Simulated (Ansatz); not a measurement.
Runs of Ansatz 0.2.0 on ZrC. Symmetry: Fm-3m, No. 225, cubic system. The conventional cell has a = 4.730 Å, b = 4.730 Å, c = 4.730 Å, α = 90.00°, β = 90.00°, γ = 90.00°. Zr (site symmetry m-3m) has 6 C at 2.37 Å as nearest neighbours. C (site symmetry m-3m) has 6 Zr at 2.37 Å as nearest neighbours. 

| task | level | spin | U | k mesh | cutoff (eV) | smearing | hubbard projectors | double counting | atoms under strain | gap on the mesh (eV) | pressure (GPa) |
| --- | --- | --- | --- | --- | --- | --- | --- | --- | --- | --- | --- |
| density of states | r2SCAN+U | SOC, no magnetisation | Zr d U = 1 eV | 7 × 7 × 7 | 500 | fermi-dirac 0.05 eV | ortho-atomic (the default) | fll (the default) | - | none | -1.3 |
| single point | PBEsol | off | - | 10 × 10 × 10 | 420 | gaussian 0.1 eV | - | - | - | none | -8.5 |
| elastic constants | PBEsol | off | - | 7 × 7 × 7 | 420 | fermi-dirac 0.05 eV | - | - | relaxed | none | -8.5 |
| single point | RPBE | off | - | 10 × 10 × 10 | 420 | gaussian 0.05 eV | - | - | - | none | (a) |

Alike in all rows: potentials or basis Ansatz PAW; cell as given.

Task: Estimate the missing entries.

Result: (a) 0.3.

Caveats: the PAW data sets come from PBE, with cores solved anew for the run's functional, which leaves a small shift of forces and pressure; U without spin polarisation on a metal has little footing (some runs); the U is typed as a test and isn't derived for this compound (some runs); the cell is more than 3 GPa from zero pressure, which shifts response properties (some runs); elastic constants of metals need much finer meshes, so these are rough (some runs).

A k mesh can miss the band edges, and rows without SOC leave out spin-orbit coupling on Zr.

A gap of «none» marks a metal or a gap under the smearing width.
